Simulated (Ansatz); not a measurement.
SrF2 (fluorite), relaxed and computed with several functionals in Ansatz (plane waves, PAW).

```json
[
 {"functional": "PBEsol", "a (Å)": "5.757", "gap (eV)": "6.90", "B₀ by P(V) fit (GPa)": "72.9"},
 {"functional": "LDA", "a (Å)": "5.663", "gap (eV)": "6.96", "B₀ by P(V) fit (GPa)": "85.3"},
 {"functional": "PBE", "a (Å)": "___", "gap (eV)": "___", "B₀ by P(V) fit (GPa)": "___"},
 {"functional": "r²SCAN", "a (Å)": "5.790", "gap (eV)": "7.60", "B₀ by P(V) fit (GPa)": "74.3"},
 {"functional": "HSE06", "a (Å)": "5.811", "gap (eV)": "8.96", "B₀ by P(V) fit (GPa)": "69.5"}
]
```

Question: Fill in the missing entries.

Answer: 
- PBE, a (Å): 5.857
- PBE, gap (eV): 6.78
- PBE, B₀ by P(V) fit (GPa): 64.6

All cells were relaxed under the symmetry of their starts (and spin orders); stability against distortions was not tested throughout. Scalar-relativistic: spin–orbit coupling is off unless named, which matters more the heavier the elements.

Potentials: the later of the program's two PAW sets.

Ansatz (a quantum-chemistry and plane-wave program) is a plane-wave DFT program.
